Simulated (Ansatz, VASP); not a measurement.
# SnC62 in two plane-wave programs

Wanted: the spread between two codes on one cell, functional and k mesh. The cell is taken from a series of runs on this material, whose earlier steps may have relaxed, scaled, displaced or heated it; both programs get it as it stands.

Main program and level: Ansatz 0.2.0; plane waves, with VASP 6.6.1 beside it; single point at HSE06.

In doubt: the hybrid run may have settled on a false gap or state, so the values of those runs are not to be relied on; a hybrid run on one k-point, which bears on gaps, levels and energies.

## 1. Set-up

The cell holds 63 atoms: 62 C and 1 Sn. Its edges and angles: a = 7.108 Å, b = 7.108 Å, c = 7.108 Å, α = 90.0°, β = 90.0°, γ = 90.0°. It derives from C (C (Fd-3m)). Nearest the centre at fractional (0.438, 0.438, 0.562): Sn63 at 0.00 Å, C37 at 2.08 Å, C41 at 2.08 Å, C22 at 2.08 Å, C26 at 2.08 Å, C59 at 2.13 Å, C12 at 2.13 Å, C33 at 2.67 Å. The cell carries charge −1.

## 2. Ansatz: single point, HSE06

Ansatz runs on its default PAW (the set named soft_2) files.

With cell and atoms fixed, the geometry can't cause a difference; cores, projectors, grids and the points listed under the comparison can.

input.yaml reads:

```yaml
crystal:
  lattice:
    - [7.107606, 0.0, 0.0]
    - [0.0, 7.107606, 0.0]
    - [0.0, 0.0, 7.107606]
  atoms:
    - { symbol: C, position: [0.00057712687, 0.0008429528, -0.00051293257] }
    - { symbol: C, position: [-0.00238643978, 0.24945828246, 0.2462915893] }
    - { symbol: C, position: [0.24919245654, -0.00212061386, 0.2462915893] }
    - { symbol: C, position: [0.25180594636, 0.25207177228, -0.00257628899] }
    - { symbol: C, position: [0.12570034054, 0.12596616646, 0.12234204423] }
    - { symbol: C, position: [0.11946961397, 0.37328353157, 0.37020653608] }
    - { symbol: C, position: [0.37301770565, 0.11973543989, 0.37020653608] }
    - { symbol: C, position: [0.37537691599, 0.37564274191, 0.12449682361] }
    - { symbol: C, position: [-0.00123192392, -0.000966098, 0.50009666313] }
    - { symbol: C, position: [0.0019751205, 0.25168901758, 0.74872384979] }
    - { symbol: C, position: [0.25142319166, 0.00224094642, 0.74872384979] }
    - { symbol: C, position: [0.23400660047, 0.23427242639, 0.48044458208] }
    - { symbol: C, position: [0.12453351809, 0.12479934401, 0.62219837812] }
    - { symbol: C, position: [0.12545496332, 0.37882261013, 0.87383708443] }
    - { symbol: C, position: [0.37855678421, 0.12572078924, 0.87383708443] }
    - { symbol: C, position: [-0.00067223876, 0.50006474893, 0.00087517552] }
    - { symbol: C, position: [-0.00269161193, 0.74963799682, 0.25070747692] }
    - { symbol: C, position: [0.2446686057, 0.5028880451, 0.24581250179] }
    - { symbol: C, position: [0.24929572864, 0.75365346387, 0.00199167542] }
    - { symbol: C, position: [0.12123465456, 0.62559238979, 0.12321144296] }
    - { symbol: C, position: [0.12060862874, 0.87776151687, 0.37490197196] }
    - { symbol: C, position: [0.35651172079, 0.63832182152, 0.36529902364] }
    - { symbol: C, position: [0.3748233695, 0.87556035719, 0.12432794287] }
    - { symbol: C, position: [-0.00134045713, 0.50022252568, 0.50069202668] }
    - { symbol: C, position: [-0.00287339844, 0.75427948969, 0.75030114642] }
    - { symbol: C, position: [0.23656629691, 0.51837639764, 0.75990409474] }
    - { symbol: C, position: [0.24250308693, 0.75646051197, 0.49722648165] }
    - { symbol: C, position: [0.11842760646, 0.6323850315, 0.62797663673] }
    - { symbol: C, position: [0.12525012161, 0.87757973036, 0.87449564146] }
    - { symbol: C, position: [0.37200007333, 0.63021951273, 0.87939061659] }
    - { symbol: C, position: [0.37466559275, 0.87622857556, 0.6245110917] }
    - { symbol: C, position: [0.49979892301, -0.00040641284, 0.00087517552] }
    - { symbol: C, position: [0.50262221918, 0.24493443162, 0.24581250179] }
    - { symbol: C, position: [0.7493721709, -0.00242578601, 0.25070747692] }
    - { symbol: C, position: [0.75338763795, 0.24956155456, 0.00199167542] }
    - { symbol: C, position: [0.62532656387, 0.12150048048, 0.12321144296] }
    - { symbol: C, position: [0.6380559956, 0.35677754671, 0.36529902364] }
    - { symbol: C, position: [0.87749569095, 0.12087445466, 0.37490197196] }
    - { symbol: C, position: [0.87529453127, 0.37508919542, 0.12432794287] }
    - { symbol: C, position: [0.49995669976, -0.00107463121, 0.50069202668] }
    - { symbol: C, position: [0.51811057172, 0.23683212283, 0.75990409474] }
    - { symbol: C, position: [0.75401366377, -0.00260757252, 0.75030114642] }
    - { symbol: C, position: [0.75619468605, 0.24276891285, 0.49722648165] }
    - { symbol: C, position: [0.63211920558, 0.11869343238, 0.62797663673] }
    - { symbol: C, position: [0.62995368681, 0.37226589925, 0.87939061659] }
    - { symbol: C, position: [0.87731390444, 0.12551594753, 0.87449564146] }
    - { symbol: C, position: [0.87596274964, 0.37493141867, 0.6245110917] }
    - { symbol: C, position: [0.49924537652, 0.49951120244, 0.00070629477] }
    - { symbol: C, position: [0.4960655083, 0.74943315511, 0.25136603396] }
    - { symbol: C, position: [0.74916732919, 0.49633133422, 0.25136603396] }
    - { symbol: C, position: [0.74892195197, 0.74918777789, 0.00286107415] }
    - { symbol: C, position: [0.62281634615, 0.62308217207, 0.12777940737] }
    - { symbol: C, position: [0.62319910085, 0.87291299793, 0.3764792686] }
    - { symbol: C, position: [0.87264717201, 0.62346492677, 0.3764792686] }
    - { symbol: C, position: [0.87404516563, 0.87431099156, 0.12571605095] }
    - { symbol: C, position: [0.50160458686, 0.75541850446, 0.7549965823] }
    - { symbol: C, position: [0.75515267854, 0.50187041278, 0.7549965823] }
    - { symbol: C, position: [0.75008877442, 0.75035460034, 0.50300474026] }
    - { symbol: C, position: [0.64061569204, 0.64088151796, 0.64475853631] }
    - { symbol: C, position: [0.62542983597, 0.87727455821, 0.87891152908] }
    - { symbol: C, position: [0.87700873229, 0.62569566189, 0.87891152908] }
    - { symbol: C, position: [0.87585421643, 0.87612004235, 0.62510645525] }
    - { symbol: Sn, position: [0.43731114625, 0.43757697218, 0.56260155919] }
  host:
    repeats: [2, 2, 2]
    atoms:
      - { symbol: C, position: [0.0, 0.0, 0.0] }
      - { symbol: C, position: [0.0, 0.5, 0.5] }
      # ... 6 more atoms of the perfect host
total_charge: -1
basis:
  ecutwfc: 420
  xc_grid: 2
hamiltonian:
  xc: hse06
kpoints:
  mp_grid: { grid: [1, 1, 1] }
magnetization:
  spin_polarized: true
  initial_magnetization: 1
  spin_locking: { lock_magnetization: hard }
scf:
  occupations: { method: fermi_dirac, width: 0.01 }
  max_iter: 60
  n_extra_bands: 16
  lower_state_search: "off"
output:
  forces: true
  eigenvalues: true
checkpoint:
  read: "../exc.ground.qm1_M1.run"
  write: "../exc0_qm1_M1.ground.l1.run"
  compress: false
  write_wavefunctions: false
  write_every: 100000
```

Launch:

```
$ ansatz run input.yaml --threads 4 --pin off --max-ram 11304MiB --backend cpu --events-out ev --progress --plain --runs-dir out
```

Numbers of over 12 decimals in the logs are rounded to 6 here.

Log:

```text
Warning: the band count 148 (scf.n_extra_bands) hosts the net moment |M| = 1.0000 μB (N_el = 263) but caps the reachable moment at 2·n_bands − N_el = 33.0000 μB, below the 195 bands that the automatic rule leaves for it — a moment growing past the seed, or the majority channel's smearing tail, pins there with fewer empty majority states than that count leaves; raise or omit scf.n_extra_bands unless the cap is intended
Warning: checkpoint.read: the run can stay near the saved state's solution: 62 site(s) moved relative to the saved geometry (max |Δs| = 3.366e-3 fractional); the SCF starts from the saved state under `checkpoint.density_extrapolation: transplant`, in force with no word given; its orbitals are not used off its sites. A run without `checkpoint.read` takes nothing of the state. A lower free energy from it at the same positions (and U, V and field ramp, if any), with starting moments typed, shows a solution that this start missed, and an equal or higher one rules none out (checkpoint.read, Limitations, in the input reference)
scf.n_extra_bands = 16 over 132 filled bands (N_el = 263.0): the run solves 148 bands
exact exchange: scf.exx.singularity resolves to wigner_seitz, which cuts the screened interaction at the faces of the exchange supercell's Wigner-Seitz cell, so that each pair interacts once, at the shortest of its separations (the periodic images that this leaves out come, for a point-like exchange hole, to about 0.126 eV on a filled level). The cut falls within the interaction's reach, and what an exchange supercel [...]
Engine: ansatz 0.2.0, aarch64-unknown-linux-gnu
Pseudopotentials: kind: paw
Pseudopotential: C, paw, valence charge 4, recommended cutoff 420 eV (normal), C.paw.azcp
Pseudopotential: Sn, paw, valence charge 14, recommended cutoff 420 eV (normal), Sn.paw.azcp
Functional definition: HSE06
  parameter a = 0.25
  parameter omega = 0.11/bohr
  exchange = pbe_x - a*pbe_x_sr(omega) + a*exact_x_sr(omega)
  correlation = pbe_c
Crystal: 63 atoms, lattice volume = 359.062 Å³
Basis set: ecut = 420 eV, 7075 PW (Γ), exchange–correlation on 96×96×96 points (8 copies of the dense FFT grid, shifted against one another)
Bands: 148, of which v1, the nominal top of the filled ones, is band 132 counted from 1 (131 counted from 0)
Symmetry: 4 space group operations
Space group: C2/m (ITA 12), of the structure as read, at distance tolerance 7.1e-5 Å
Magnetic group: BNS 12.58 (UNI 65), of the structure as read, at distance tolerance 7.1e-5 Å
k-points: 1
Non-local potential: C, projectors of the file, l = 0: 2, l = 1: 2, l = 2: 1
Non-local potential: Sn, projectors of the file, l = 0: 2, l = 1: 2, l = 2: 2, l = 3: 2
PAW form: soft (Blöchl's): semilocal exchange-correlation on the pseudo side does not see the compensation charge
PAW frozen core: C, regenerated for the run's functional, and the local potential with it (the file was generated under x = pbe(κ = 0.804, μ = 0.219515), c = pbe(β = 0.066725))
PAW frozen core: Sn, regenerated for the run's functional, and the local potential with it (the file was generated under x = pbe(κ = 0.804, μ = 0.219515), c = pbe(β = 0.066725))
PAW one-centre angular grid: C, 110 points (default); XC on 64 Gauss nodes
PAW one-centre angular grid: Sn, 590 points (default); XC on 64 Gauss nodes
Initial density: read from a saved state, or passed on in memory by an earlier SCF of this step, an earlier step, the calling program or the single point that the run made first, carried with its atoms to this geometry
Starting moments: Σ|m| = 1 μB on 63 of 63 sites; this step starts from the density that it was given
Initial wavefunctions: pseudopotential atomic-orbital guess
Functional: x = pbe(κ = 0.804, μ = 0.219515), c = pbe(β = 0.066725), warm-up for x = pbe(κ = 0.804, μ = 0.219515) + 0.25 (exact − pbe) at short range (hse, ω = 0.207870 Å⁻¹), c = pbe(β = 0.066725); HSE06 as pw.x's `hse` composes it (authors' and Libxc's form: `xc: wpbeh`)
[...]
Free energy (F): -21551.479188 eV
Frozen-core exchange: fock
Harris-Foulkes:  -21551.479188 eV  (|F-HF|=1.16e-10)
Internal energy: -21551.479188 eV  (E = F + TS)
E sigma→0 (E₀):  -21551.479188 eV
Fermi energy:    15.866700 (↑ 17.052892, ↓ 15.866700) eV
--- Per-component energies (eV) ---
  E_band       = 816.828911
  E_kinetic    = 6013.050964
  E_local      = -4333.810542  (includes V_loc(G=0)·N_el)
  E_nonlocal   = 1603.785533
  E_hartree    = 1298.807522
  E_xc         = -2770.357602
  E_vxc        = -3113.660442  (∫ρ·V_xc dr)
  E_exx        = -612.298738  (= α·E_x^exact, valence–valence)
  E_paw        = -10358.488146  (= ΣΔE_a)
  E_vpaw       = -725.554567  (= ΣTr[D̂ρ^β])
  E_aug_tail   = 0.000504  (compensation charges beyond the density's cutoff)
  E_ewald      = -12391.360026
  E_core_change = -0.808658  (= ΣΔE_core)
  E_smearing   = -0.000000  (= −TS)
  E_closure    = 0.000000  (closes the sum)
  E_deformation_potential = -22.348224  (in the stress; not in F)
  Σ components = -21551.479188   (vs F -21551.479188, Δ=0.00e0)
--- Forces (eV/Å), atoms counted from 1 ---
  atom   1  C     -0.04348885    -0.04348885    -0.03296017
  atom   2  C     -0.09456579    -0.01860348     0.01020117
  atom   3  C     -0.01860348    -0.09456579     0.01020117
  atom   4  C      0.01261754     0.01261754    -0.00447750
  atom   5  C      0.06400167     0.06400167     0.07235353
  atom   6  C      0.14365289    -0.06039133    -0.22239290
  atom   7  C     -0.06039133     0.14365289    -0.22239290
  atom   8  C     -0.03476277    -0.03476277     0.06435195
  atom   9  C     -0.15057248    -0.15057248    -0.28369703
  atom  10  C     -0.08644670    -0.00866113    -0.02127783
  atom  11  C     -0.00866113    -0.08644670    -0.02127783
  atom  12  C      0.71187289     0.71187289     0.14706844
  atom  13  C      0.32490782     0.32490782     0.16305679
  atom  14  C      0.15347486    -0.03667741    -0.02648245
  atom  15  C     -0.03667741     0.15347486    -0.02648245
  atom  16  C     -0.20672384    -0.00971652    -0.00143982
  atom  17  C     -0.03829797    -0.06120489    -0.00812616
  atom  18  C     -0.26770021    -0.01072691    -0.09001221
  atom  19  C      0.02230694    -0.17222795     0.00725576
  atom  20  C      0.17222795    -0.02230694    -0.00725576
  atom  21  C      0.04575193     0.05458474    -0.06273602
  atom  22  C     -0.11011512    -0.24680900     0.09380562
  atom  23  C      0.00971652     0.20672384     0.00143982
  atom  24  C     -0.09454853     0.03419632     0.00836876
[...]
atom  56  C      0.06039133    -0.14365289     0.22239290
  atom  57  C     -0.14365289     0.06039133     0.22239290
  atom  58  C     -0.32490782    -0.32490782    -0.16305679
  atom  59  C     -0.71187289    -0.71187289    -0.14706844
  atom  60  C      0.01860348     0.09456579    -0.01020117
  atom  61  C      0.09456579     0.01860348    -0.01020117
  atom  62  C      0.15057248     0.15057248     0.28369703
  atom  63  Sn     0.00000000     0.00000000     0.00000000
  max |Σ_I F_I| component: 4.44e-16 eV/Å
--- Band table (eV) ---
  k-point 0 ↑: bands = [... 128 lower, 12.5456, 13.0239, 14.9713, 15.3161, 18.7897, 18.8629, 18.9543, 19.0566, ... 12 higher]
  k-point 0 ↓: bands = [... 128 lower, 13.0380, 13.1341, 15.5057, 16.2277, 18.7989, 18.8797, 18.9643, 19.0664, ... 12 higher]
```

[end of part 1 of 2]

[Lines on the potential files, build, host, timing and source positions are cut from VASP's logs without a mark.]

[Logs are printed without paths, hosts, clocks, repeated set-up lines and the standing remarks that a program may print on its own settings, such as how far it seeks lower states.]

[Hosts, paths, dates, database ids (printed as entryN), source tags and the programs' standing remarks are cut or masked in the printed files.]
